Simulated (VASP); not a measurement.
# ZnSe (Stilleite) (F-43m) in VASP: notebook, part 2 of 2

VASP 6.6.1. Earlier steps stand in the parts before.

**3. G0W0 quasiparticle levels, PBE**

Input file POSCAR:

```
ZnSe
1.0
    0.0000000000      2.8338000000      2.8338000000
    2.8338000000      0.0000000000      2.8338000000
    2.8338000000      2.8338000000      0.0000000000
Se Zn
1 1
Direct
    0.7500000000      0.7500000000      0.7500000000
    0.0000000000      0.0000000000      0.0000000000
```

Input file INCAR.step1:

```
SYSTEM = ZnSe
ALGO = Normal
EDIFF = 1E-8
ENCUT = 450
GGA = PE
ISMEAR = 0
LASPH = .True.
LCHARG = .False.
LREAL = .False.
LWAVE = .True.
NELM = 60
PREC = Accurate
SIGMA = 0.01
```

Input file INCAR.step2:

```
SYSTEM = ZnSe
ALGO = Exact
EDIFF = 1E-8
ENCUT = 450
GGA = PE
ISMEAR = 0
ISTART = 1
LASPH = .True.
LCHARG = .False.
LOPTICS = .True.
LREAL = .False.
LWAVE = .True.
NBANDS = 22
NELM = 1
PREC = Accurate
SIGMA = 0.01
```

Input file INCAR.step3:

```
SYSTEM = ZnSe
ALGO = EVGW0
EDIFF = 1E-8
ENCUT = 450
ENCUTGW = 75
GGA = PE
ISMEAR = 0
ISTART = 1
LASPH = .True.
LCHARG = .False.
LREAL = .False.
LWAVE = .False.
NBANDS = 22
NBANDSGW = 17
NELMGW = 1
NOMEGA = 48
PREC = Accurate
PRECFOCK = Fast
SIGMA = 0.01
```

Input file KPOINTS:

```
k-points
0
Gamma
  3 3 3
  0 0 0
```

Potentials or basis: VASP PAW PBE potentials, release 64 (Se_GW, Zn_GW).

Started as:

```sh
$ cat potpaw_PBE.64/Se_GW/POTCAR potpaw_PBE.64/Zn_GW/POTCAR > POTCAR
$ cp INCAR.step1 INCAR
$ mpirun -np 1 vasp_std > vasp.out
$ cp INCAR.step2 INCAR
$ mpirun -np 1 vasp_std > vasp.out
$ cp INCAR.step3 INCAR
$ mpirun -np 1 vasp_std > vasp.out
```

OUTCAR:

```text
SYSTEM = ZnSe
   EDIFF = 1E-8
   ENCUT = 450
   ENCUTGW = 75
   GGA = PE
   ISMEAR = 0
   ISTART = 1
   LASPH = .True.
   LREAL = .False.
   NELMGW = 1
   PREC = Accurate
   PRECFOCK = Fast

 Found      4 irreducible k-points:

 Following reciprocal coordinates:
            Coordinates               Weight
  0.000000  0.000000  0.000000      1.000000
  0.333333  0.000000  0.000000      8.000000
  0.333333  0.333333  0.000000      6.000000
 -0.333333  0.333333  0.000000     12.000000
   k-points           NKPTS =      4   k-points in BZ     NKDIM =     27   number of bands    NBANDS=     22
   number of dos      NEDOS =    301   number of ions     NIONS =      2
   total plane-waves  NPLWV =  21952
   dimension x,y,z NGX =    28 NGY =   28 NGZ =   28
   dimension x,y,z NGXF=    56 NGYF=   56 NGZF=   56
   ions per type =               1   1
   NGX,Y,Z   is equivalent  to a cutoff of  11.62, 11.62, 11.62 a.u.
   NGXF,Y,Z  is equivalent  to a cutoff of  23.23, 23.23, 23.23 a.u.
 SYSTEM =  ZnSe
   PREC   = accura    normal or accurate (medium, high low for compatibility)
   ISTART =      1    job   : 0-new  1-cont  2-samecut
   ICHARG =      0    charge: 1-file 2-atom 10-const
   ISPIN  =      1    spin polarized calculation?
   LNONCOLLINEAR =      F non collinear calculations
   LSORBIT =      F    spin-orbit coupling
   LASPH  =      T    aspherical Exc in radial PAW
   ENCUT  =  450.0 eV  33.07 Ry    5.75 a.u.   6.93  6.93  6.93*2*pi/ulx,y,z
   NELM   =     60;   NELMIN=  2; NELMDL=  0     # of ELM steps
   EDIFF  = 0.1E-07   stopping-criterion for ELM
   LREAL  =      F    real-space projection
   EDIFFG = 0.1E-06   stopping-criterion for IOM
   NSW    =      0    number of steps for IOM
   IBRION =     -1    ionic relax: 0-MD 1-quasi-New 2-CG
   NFREE  =      0    steps in history (QN), initial steepest desc. (CG)
   ISIF   =      0    stress and relaxation
   ISYM   =      3    0-nonsym 1-usesym 2-fastsym
   POTIM  = 0.5000    time-step for ionic-motion
   TEBEG  =    0.0;   TEEND  =   0.0 temperature during run
   PSTRESS=    0.0 pullay stress
   NELECT =      18.0000    total number of electrons
   NUPDOWN=      -1.0000    fix difference up-down
   EMIN   =  10.00;   EMAX   =-10.00  energy-range for DOS
   EFERMI =   0.00;   METHOD = LEGACY
   ISMEAR =     0;   SIGMA  =   0.01  broadening in eV -4-tet -1-fermi 0-gaus
   EFERMI_NEDOS =   21; number of points for ismear=-14 and -15
   IALGO  =     38    algorithm
   IMIX   =      4    mixing-type and parameters
     AMIX     =   0.40;   BMIX     =  1.00
     AMIX_MAG =   1.60;   BMIX_MAG =  1.00
  volume/ion in A,a.u.               =      22.76       153.57
  Fermi-wavevector in a.u.,A,eV,Ry     =   1.201673  2.270834 19.647073  1.444019
  Thomas-Fermi vector in A             =   2.337476
   LORBIT       =      0    0 simple, 1 ext, 2 COOP (PROOUT), +10 PAW based schemes
   GGA     = PE    functional components
   LHFCALC =     T    Hartree Fock is set to
   PRECFOCK=fast      Normal, Fast or Accurate (Low or Medium for compatibility)
   ENCUT4O =  -1.0   cutoff for four orbital integrals eV
   NKREDX  =     1    reduce k-point grid by
   NKREDY  =     1    reduce k-point grid by
   NKREDZ  =     1    reduce k-point grid by
   AEXX    =    1.0000 exact exchange contribution
   HFSCREEN=    0.0000 screening length (either q_TF or 0.3 A-1)
   HFSCREENC=   0.0000 screening length for correlation (either q_TF or 0.3 A-1)
   ENCUTFOCK=  -1.0 apply spherical cutoff to Coloumb kernel
   IVDW    =     0    specifies the selected vdW correction
   LEPSILON=     F    determine dielectric tensor
   LRPA    =     F    only Hartree local field effects (RPA)
   LRPAFORCE           =     F    calculate RPA forces
   ENCUTGW             =  75.0    cutoff for response function in eV
   ENCUTGWSOFT         =  60.0    soft cutoff for Coulomb kernel in GW response function in eV
   ENCUTLF             =  -1.0    cutoff for local field effects
   NELMGW              =     1    number of iterations in solving QP/BSE equation
   NELMHF              =     1    number of iterations in the inner HF iteration
   NKREDLFX            =     1    NKREDLFY  =   1   NKREDLFZ  =   1
 non-spin polarized calculation
 Gauss-broadening in eV      SIGMA  =   0.01
  energy-cutoff  :      450.00
  volume of cell :       45.51
 maximum number of plane-waves:      1002
  NGX = 16; NGY = 16; NGZ = 16
   NGX = 13   NGY = 13   NGZ = 13
 maximum number of plane-waves:        72
 NGX is ok and might be reduce to    14

 QP shifts <psi_nk| G(iteration)W_0 |psi_nk>: iteration 1
 for sc-GW calculations column KS-energies equals QP-energies in previous step
 and V_xc(KS)=  KS-energies - (<T + V_ion + V_H > + <T+V_H+V_ion>^1  + <V_x>^1)

 k-point   1 :       0.0000    0.0000    0.0000
  band No.  KS-energies  QP-energies   sigma(KS)   V_xc(KS)     V^pw_x(r,r')   Z            occupation Imag(sigma)

      1     -10.5025     -10.4695     -12.2578     -12.3078     -19.8306       0.6602       2.0000       1.3105
      2      -3.8950      -6.0487     -22.9626     -19.7053     -30.8897       0.6612       2.0000       0.2819
      3      -3.8950      -6.0487     -22.9626     -19.7053     -30.8897       0.6612       2.0000       0.2819
      4      -3.8950      -6.0487     -22.9626     -19.7053     -30.8897       0.6612       2.0000       0.2819
      5      -3.5352      -5.8842     -23.9977     -20.4968     -32.0216       0.6710       2.0000       0.2477
      6      -3.5352      -5.8842     -23.9977     -20.4968     -32.0216       0.6710       2.0000       0.2477
[... 9 lines left out ...]
     16      14.1442      15.3380      -8.7565     -10.3197      -4.9907       0.7636       0.0000      -0.2955
     17      15.7309      16.4492      -6.6217      -7.5616      -2.2362       0.7643       0.0000      -0.5571
[... 46 lines left out ...]
      1      -9.4978      -9.4211     -13.0077     -13.1236     -20.3582       0.6616       2.0000       1.0949
      2      -3.7977      -5.9395     -22.7615     -19.5462     -30.5782       0.6661       2.0000       0.2792
      3      -3.7177      -5.9684     -23.4406     -20.0899     -31.4135       0.6717       2.0000       0.2795
      4      -3.5758      -5.9161     -23.8783     -20.3898     -31.9116       0.6709       2.0000       0.2625
      5      -3.5272      -5.8894     -24.0061     -20.5059     -32.0440       0.6749       2.0000       0.2525
      6      -3.2992      -5.5636     -23.5789     -20.2218     -31.4303       0.6745       2.0000       0.2756
[... 9 lines left out ...]
     16      18.2675      19.5462      -7.2999      -8.9631      -2.8492       0.7688       0.0000      -0.7016
     17      18.9634      20.1340      -6.9478      -8.4479      -2.5833       0.7803       0.0000      -0.7359
```

OUTCAR.step2:

```text
SYSTEM = ZnSe
   EDIFF = 1E-8
   ENCUT = 450
   GGA = PE
[... 538 lines left out ...]
  --------------------------------------------------------------------------------------------------------------
     0.00000    25.32583    25.32583    25.32583    -0.00000    -0.00000    -0.00000
     0.47200    27.69664    27.69664    27.69664    -0.00000    -0.00000    -0.00000
     0.94400    41.80527    41.80527    41.80527    -0.00000    -0.00000    -0.00000
     1.41600   -24.35210   -24.35210   -24.35210    -0.00000    -0.00000    -0.00000
     1.88800     3.49674     3.49674     3.49674    -0.00000    -0.00000    -0.00000
     2.36000    11.83826    11.83826    11.83826    -0.00000    -0.00000    -0.00000
[... 92 lines left out ...]
    46.25592     0.83313     0.83313     0.83313     0.00000     0.00000     0.00000
    46.72792     0.83670     0.83670     0.83670     0.00000     0.00000     0.00000
```

It took 13 s on 1 thread of Intel Xeon 6975P-C (Granite Rapids), shared host; peak memory 0.28 GiB.

The run converged, but some of its settings lie outside the range that counts as converged, so its numbers aren't taken as properties of the crystal.

What came out:

```
Band gap on the k mesh, mean-field level : 1.24 eV, direct
Quasiparticle gap                        : 2.40 eV
Least direct quasiparticle gap           : 2.40 eV
```

Caveat: the k mesh is coarse (spacing up to 0.64 Å⁻¹), so the values aren't converged; bands, screening cutoff and mesh are small and nothing is extrapolated, so the quasiparticle values aren't converged.

**4. G0W0 quasiparticle levels, PBE**

POSCAR is that of step 3.

INCAR.step1 is that of step 3.

INCAR.step2 is that of step 3.

INCAR.step3: that of step 3 with these lines changed.

```diff
@@ -4,3 +4,3 @@
 ENCUT = 450
-ENCUTGW = 75
+ENCUTGW = 200
 GGA = PE
```

KPOINTS is that of step 3.

Potentials or basis: VASP PAW PBE potentials, release 64 (Se_GW, Zn_GW).

Started as:

```sh
$ cat potpaw_PBE.64/Se_GW/POTCAR potpaw_PBE.64/Zn_GW/POTCAR > POTCAR
$ cp INCAR.step1 INCAR
$ mpirun -np 1 vasp_std > vasp.out
$ cp INCAR.step2 INCAR
$ mpirun -np 1 vasp_std > vasp.out
$ cp INCAR.step3 INCAR
$ mpirun -np 1 vasp_std > vasp.out
```

OUTCAR:

```text
SYSTEM = ZnSe
   EDIFF = 1E-8
   ENCUT = 450
   ENCUTGW = 200
   GGA = PE
   ISMEAR = 0
   ISTART = 1
   LASPH = .True.
   LREAL = .False.
   NELMGW = 1
   PREC = Accurate
   PRECFOCK = Fast

 Found      4 irreducible k-points:

 Following reciprocal coordinates:
            Coordinates               Weight
  0.000000  0.000000  0.000000      1.000000
  0.333333  0.000000  0.000000      8.000000
  0.333333  0.333333  0.000000      6.000000
 -0.333333  0.333333  0.000000     12.000000
   k-points           NKPTS =      4   k-points in BZ     NKDIM =     27   number of bands    NBANDS=     22
   number of dos      NEDOS =    301   number of ions     NIONS =      2
   total plane-waves  NPLWV =  21952
   dimension x,y,z NGX =    28 NGY =   28 NGZ =   28
   dimension x,y,z NGXF=    56 NGYF=   56 NGZF=   56
   ions per type =               1   1
   NGX,Y,Z   is equivalent  to a cutoff of  11.62, 11.62, 11.62 a.u.
   NGXF,Y,Z  is equivalent  to a cutoff of  23.23, 23.23, 23.23 a.u.
 SYSTEM =  ZnSe
   PREC   = accura    normal or accurate (medium, high low for compatibility)
   ISTART =      1    job   : 0-new  1-cont  2-samecut
   ICHARG =      0    charge: 1-file 2-atom 10-const
   ISPIN  =      1    spin polarized calculation?
   LNONCOLLINEAR =      F non collinear calculations
   LSORBIT =      F    spin-orbit coupling
   LASPH  =      T    aspherical Exc in radial PAW
   ENCUT  =  450.0 eV  33.07 Ry    5.75 a.u.   6.93  6.93  6.93*2*pi/ulx,y,z
   NELM   =     60;   NELMIN=  2; NELMDL=  0     # of ELM steps
   EDIFF  = 0.1E-07   stopping-criterion for ELM
   LREAL  =      F    real-space projection
   EDIFFG = 0.1E-06   stopping-criterion for IOM
   NSW    =      0    number of steps for IOM
   IBRION =     -1    ionic relax: 0-MD 1-quasi-New 2-CG
   NFREE  =      0    steps in history (QN), initial steepest desc. (CG)
   ISIF   =      0    stress and relaxation
   ISYM   =      3    0-nonsym 1-usesym 2-fastsym
   POTIM  = 0.5000    time-step for ionic-motion
   TEBEG  =    0.0;   TEEND  =   0.0 temperature during run
   PSTRESS=    0.0 pullay stress
   NELECT =      18.0000    total number of electrons
   NUPDOWN=      -1.0000    fix difference up-down
   EMIN   =  10.00;   EMAX   =-10.00  energy-range for DOS
   EFERMI =   0.00;   METHOD = LEGACY
   ISMEAR =     0;   SIGMA  =   0.01  broadening in eV -4-tet -1-fermi 0-gaus
   EFERMI_NEDOS =   21; number of points for ismear=-14 and -15
   IALGO  =     38    algorithm
   IMIX   =      4    mixing-type and parameters
     AMIX     =   0.40;   BMIX     =  1.00
     AMIX_MAG =   1.60;   BMIX_MAG =  1.00
  volume/ion in A,a.u.               =      22.76       153.57
  Fermi-wavevector in a.u.,A,eV,Ry     =   1.201673  2.270834 19.647073  1.444019
  Thomas-Fermi vector in A             =   2.337476
   LORBIT       =      0    0 simple, 1 ext, 2 COOP (PROOUT), +10 PAW based schemes
   GGA     = PE    functional components
   LHFCALC =     T    Hartree Fock is set to
   PRECFOCK=fast      Normal, Fast or Accurate (Low or Medium for compatibility)
   ENCUT4O =  -1.0   cutoff for four orbital integrals eV
   NKREDX  =     1    reduce k-point grid by
   NKREDY  =     1    reduce k-point grid by
   NKREDZ  =     1    reduce k-point grid by
   AEXX    =    1.0000 exact exchange contribution
   HFSCREEN=    0.0000 screening length (either q_TF or 0.3 A-1)
   HFSCREENC=   0.0000 screening length for correlation (either q_TF or 0.3 A-1)
   ENCUTFOCK=  -1.0 apply spherical cutoff to Coloumb kernel
   IVDW    =     0    specifies the selected vdW correction
   LEPSILON=     F    determine dielectric tensor
   LRPA    =     F    only Hartree local field effects (RPA)
   LRPAFORCE           =     F    calculate RPA forces
   ENCUTGW             = 200.0    cutoff for response function in eV
   ENCUTGWSOFT         = 160.0    soft cutoff for Coulomb kernel in GW response function in eV
   ENCUTLF             =  -1.0    cutoff for local field effects
   NELMGW              =     1    number of iterations in solving QP/BSE equation
   NELMHF              =     1    number of iterations in the inner HF iteration
   NKREDLFX            =     1    NKREDLFY  =   1   NKREDLFZ  =   1
 non-spin polarized calculation
 Gauss-broadening in eV      SIGMA  =   0.01
  energy-cutoff  :      450.00
  volume of cell :       45.51
 maximum number of plane-waves:      1002
  NGX = 16; NGY = 16; NGZ = 16
   NGX = 13   NGY = 13   NGZ = 13
 maximum number of plane-waves:       302

 QP shifts <psi_nk| G(iteration)W_0 |psi_nk>: iteration 1
 for sc-GW calculations column KS-energies equals QP-energies in previous step
 and V_xc(KS)=  KS-energies - (<T + V_ion + V_H > + <T+V_H+V_ion>^1  + <V_x>^1)

 k-point   1 :       0.0000    0.0000    0.0000
  band No.  KS-energies  QP-energies   sigma(KS)   V_xc(KS)     V^pw_x(r,r')   Z            occupation Imag(sigma)

      1     -10.5025     -10.4798     -12.2735     -12.3078     -19.8306       0.6626       2.0000       1.2926
      2      -3.8950      -5.1098     -21.6526     -19.7053     -30.8897       0.6238       2.0000       0.1555
      3      -3.8950      -5.1098     -21.6526     -19.7053     -30.8897       0.6238       2.0000       0.1555
      4      -3.8950      -5.1098     -21.6526     -19.7053     -30.8897       0.6238       2.0000       0.1555
      5      -3.5352      -4.8511     -22.6605     -20.4968     -32.0216       0.6082       2.0000       0.1735
      6      -3.5352      -4.8511     -22.6605     -20.4968     -32.0216       0.6082       2.0000       0.1735
[... 9 lines left out ...]
     16      14.1442      15.2894      -8.8024     -10.3197      -4.9907       0.7548       0.0000      -0.2096
     17      15.7309      16.4325      -6.6389      -7.5616      -2.2362       0.7604       0.0000      -0.5230
[... 46 lines left out ...]
      1      -9.4978      -9.4013     -12.9778     -13.1236     -20.3582       0.6619       2.0000       1.0767
      2      -3.7977      -5.0188     -21.4986     -19.5462     -30.5782       0.6255       2.0000       0.1682
      3      -3.7177      -4.9395     -22.0974     -20.0899     -31.4135       0.6086       2.0000       0.1494
      4      -3.5758      -4.8658     -22.5173     -20.3898     -31.9116       0.6064       2.0000       0.1716
      5      -3.5272      -4.8466     -22.6630     -20.5059     -32.0440       0.6117       2.0000       0.1735
      6      -3.2992      -4.5450     -22.2644     -20.2218     -31.4303       0.6099       2.0000       0.1658
[... 9 lines left out ...]
     16      18.2675      19.5425      -7.3040      -8.9631      -2.8492       0.7685       0.0000      -0.6940
     17      18.9634      20.0939      -6.9885      -8.4479      -2.5833       0.7747       0.0000      -0.6884
```

OUTCAR.step1:

```text
SYSTEM = ZnSe
   EDIFF = 1E-8
   ENCUT = 450
   GGA = PE
   ISMEAR = 0
   LASPH = .True.
   LREAL = .False.
[... 170 lines left out ...]
      4.25070      4.25070      4.25070        -0.000000     -0.000000     -0.000000
      0.00000      0.00000      0.00000         0.000000      0.000000      0.000000
 -----------------------------------------------------------------------------------
    total drift:                               -0.000001     -0.000001     -0.000001

  FREE ENERGIE OF THE ION-ELECTRON SYSTEM (eV)
  ---------------------------------------------------
  free  energy   TOTEN  =        -5.7435854919 eV

  energy  without entropy=       -5.7435854919  energy(sigma->0) =       -5.74358549
```

Wall time 18 s (1 thread of Intel Xeon 6975P-C (Granite Rapids), shared host); peak memory 0.28 GiB.

The run converged, but some of its settings lie outside the range that counts as converged, so its numbers aren't taken as properties of the crystal.

Results:

```
Band gap on the k mesh, mean-field level : 1.24 eV, direct
Quasiparticle gap                        : 2.36 eV
Least direct quasiparticle gap           : 2.36 eV
```

Caveat: the k mesh is coarse (spacing up to 0.64 Å⁻¹), so the values aren't converged; bands, screening cutoff and mesh are small and nothing is extrapolated, so the quasiparticle values aren't converged.

**5. The reference run**

An earlier run on the cell as given: functional PBE; potentials or basis VASP PAW PBE potentials, release 64 (Se, Zn); cutoff 520 eV; k mesh 8 × 8 × 8; occupations fermi-dirac, width 0.05 eV; no spin polarisation.

- Pressure: 2.3 GPa
- Band gap on the k mesh: 1.29 eV, direct
